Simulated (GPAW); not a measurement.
Runs of GPAW 26.7.0 on TiCo. The structure is cubic, space group Pm-3m (No. 221). Conventional cell: a = 2.986 Å, b = 2.986 Å, c = 2.986 Å, α = 90.00°, β = 90.00°, γ = 90.00°. Co (site symmetry m-3m) is surrounded by 8 Ti at 2.59 Å. Ti (site symmetry m-3m) is surrounded by 8 Co at 2.59 Å. The cell comes from a database or a generator and needn't be the stable form of this composition.

```csv
task,level,potentials or basis,cell,smearing,optimizer,fmax,max steps,convergence,band path,gap on the mesh (eV),pressure (GPa),moment (μB),V0 of scaled cells (Å³/atom),relaxed volume (Å³/atom),B0 (GPa)
equation of state,PBEsol,"PAW data sets generated in the run's folder for this functional, pw",as given,fermi-dirac 0.05 eV,-,-,-,-,-,-,-,-,12.75,-,187
relaxation of cell and atoms,PBEsol,"PAW data sets generated in the run's folder for this functional, pw",relaxed,fermi-dirac 0.05 eV,BFGS,0.02 eV/Å,60,density=1e-05 forces=0.0001,-,none,0.0,0.60,-,12.67,-
relaxation of cell and atoms,PBEsol+D3,"PAW data sets generated in the run's folder for this functional, pw",relaxed,fermi-dirac 0.05 eV,BFGS,0.02 eV/Å,60,density=1e-05 forces=0.0001,-,none,-0.1,0.55,-,12.30,-
band structure,PBEsol,"PAW data sets generated in the run's folder for this functional, pw",as given,fermi-dirac 0.05 eV,-,-,-,-,"GXMGRX,MR",-,-8.5,(b),-,-,-
equation of state,PBE,"GPAW PAW data sets (gpaw-data 1.2.1), pw",as given,fermi-dirac 0.05 eV,-,-,-,-,-,-,-,-,13.33,-,164
relaxation of cell and atoms,PBEsol+D4,"PAW data sets generated in the run's folder for this functional, pw",relaxed,fermi-dirac 0.05 eV,BFGS,0.02 eV/Å,60,density=1e-05 forces=0.0001,-,none,0.0,0.58,-,12.53,-
relaxation of cell and atoms,PBEsol+D3(BJ)+ATM,"PAW data sets generated in the run's folder for this functional, pw",relaxed,fermi-dirac 0.05 eV,BFGS,0.02 eV/Å,60,density=1e-05 forces=0.0001,-,none,-0.1,(a),-,12.32,-
band structure,LDA,"the program's PAW data sets (release 1.2.1) made for this functional, pw",as given,fermi-dirac 0.05 eV,-,-,-,-,"GXMGRX,MR",-,-15.1,0.48,-,-,-
relaxation of cell and atoms,PBEsol+D3(BJ),"PAW data sets generated in the run's folder for this functional, pw",relaxed,fermi-dirac 0.05 eV,BFGS,0.02 eV/Å,60,density=1e-05 forces=0.0001,-,none,-0.1,0.54,-,12.23,-
single point,PBE,"GPAW PAW data sets (gpaw-data 1.2.1), pw",as given,fermi-dirac 0.05 eV,-,-,-,-,-,none,-1.0,0.82,-,-,-
single point,PBE,"GPAW PAW data sets (gpaw-data 1.2.1), pw",as given,gaussian 0.1 eV,-,-,-,-,-,none,-1.0,0.82,-,-,-
```

Alike in all rows: spin collinear, ferromagnetic start; k mesh 9 × 9 × 9; cutoff (eV) 600.

Problem. Fill in the values left out.

Solution. (a) 0.56; (b) 0.71.

Caveats: each step starts from the last one's moments, so a moment once lost doesn't come back (some runs); later steps reuse the first step's grids (some runs); pairwise dispersion overbinds metals, which lowers pressure and volume (some runs).

A k mesh can miss the band edges.

A gap of «none» marks a metal or a gap under the smearing width.

Not every run made on this cell is shown here.
